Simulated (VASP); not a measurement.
# W: convergence, equation of state

W, Fm-3m (no. 225), 1 atom in the cell. MS2; PAW potentials W (PBE set). VASP 6.6.1.

Wanted: equilibrium volume within 2.5 %; bulk modulus within 12.5 %.

What the run is for: choice of potentials; Accuracy asked: screening; Volumes (times the given one): 0.91, 0.94, 0.97, 1, 1.03, 1.06, 1.09.

## Potentials and cutoff

| Potentials and cutoff | Equilibrium volume (Å³/atom) | Bulk modulus (GPa) | Time (s) |
|---|---|---|---|
| W_sv_GW, ENCUT 500 | 15.89 | 310.6 | 328 |
| W_sv, ENCUT 450 | 16.02 | 310.7 | 298 |
| W, ENCUT 450 | 15.78 | 320.6 | 165 |

Chosen: W, ENCUT 450, the fastest of those that stay within the tolerance.

## All choices together

| Input | Equilibrium volume (Å³/atom) | Bulk modulus (GPa) | Time (s) |
|---|---|---|---|
| chosen settings | 15.78 | 320.6 | 165 |
| reference settings throughout | 15.89 | 310.6 | 328 |

The tolerance is met.

## The input

INCAR:
```
ALGO = Normal
EDIFF = 1E-7
ENCUT = 450
GGA_COMPAT = F
ISIF = 2
ISMEAR = 1
LASPH = T
LCHARG = F
LMIXTAU = T
LREAL = F
LWAVE = F
METAGGA = MS2
NELM = 120
NSW = 0
PREC = Accurate
SIGMA = 0.1
```

KPOINTS:
```
k-points
0
Gamma
  14 14 14
```

POSCAR.step1:
```
W
1.0
    0.0000000000      1.9671757799      1.9671757799
    1.9671757799      0.0000000000      1.9671757799
    1.9671757799      1.9671757799      0.0000000000
W
1
Direct
    0.0000000000      0.0000000000      0.0000000000
```

POSCAR.step2:
```
W
1.0
    0.0000000000      1.9885598007      1.9885598007
    1.9885598007      0.0000000000      1.9885598007
    1.9885598007      1.9885598007      0.0000000000
W
1
Direct
    0.0000000000      0.0000000000      0.0000000000
```

POSCAR.step3:
```
W
1.0
    0.0000000000      2.0094935475      2.0094935475
    2.0094935475      0.0000000000      2.0094935475
    2.0094935475      2.0094935475      0.0000000000
W
1
Direct
    0.0000000000      0.0000000000      0.0000000000
```

POSCAR.step4:
```
W
1.0
    0.0000000000      2.0300000000      2.0300000000
    2.0300000000      0.0000000000      2.0300000000
    2.0300000000      2.0300000000      0.0000000000
W
1
Direct
    0.0000000000      0.0000000000      0.0000000000
```

POSCAR.step5:
```
W
1.0
    0.0000000000      2.0501003171      2.0501003171
    2.0501003171      0.0000000000      2.0501003171
    2.0501003171      2.0501003171      0.0000000000
W
1
Direct
    0.0000000000      0.0000000000      0.0000000000
```

POSCAR.step6:
```
W
1.0
    0.0000000000      2.0698140295      2.0698140295
    2.0698140295      0.0000000000      2.0698140295
    2.0698140295      2.0698140295      0.0000000000
W
1
Direct
    0.0000000000      0.0000000000      0.0000000000
```

POSCAR.step7:
```
W
1.0
    0.0000000000      2.0891592071      2.0891592071
    2.0891592071      0.0000000000      2.0891592071
    2.0891592071      2.0891592071      0.0000000000
W
1
Direct
    0.0000000000      0.0000000000      0.0000000000
```

Commands (each step's output is kept before the next begins):
```
cat potpaw_PBE.64/W/POTCAR > POTCAR
cp POSCAR.step1 POSCAR
mpirun -np 1 vasp_std > vasp.out
cp POSCAR.step2 POSCAR
mpirun -np 1 vasp_std > vasp.out
cp POSCAR.step3 POSCAR
mpirun -np 1 vasp_std > vasp.out
cp POSCAR.step4 POSCAR
mpirun -np 1 vasp_std > vasp.out
cp POSCAR.step5 POSCAR
mpirun -np 1 vasp_std > vasp.out
cp POSCAR.step6 POSCAR
mpirun -np 1 vasp_std > vasp.out
cp POSCAR.step7 POSCAR
mpirun -np 1 vasp_std > vasp.out
```

Limits: Total energies under different potentials can't be compared; the cell and the gap can.

The chosen input took VASP 6.6.1 165 s on 1 core (Intel Xeon 6975P-C (Granite Rapids)), a shared host.
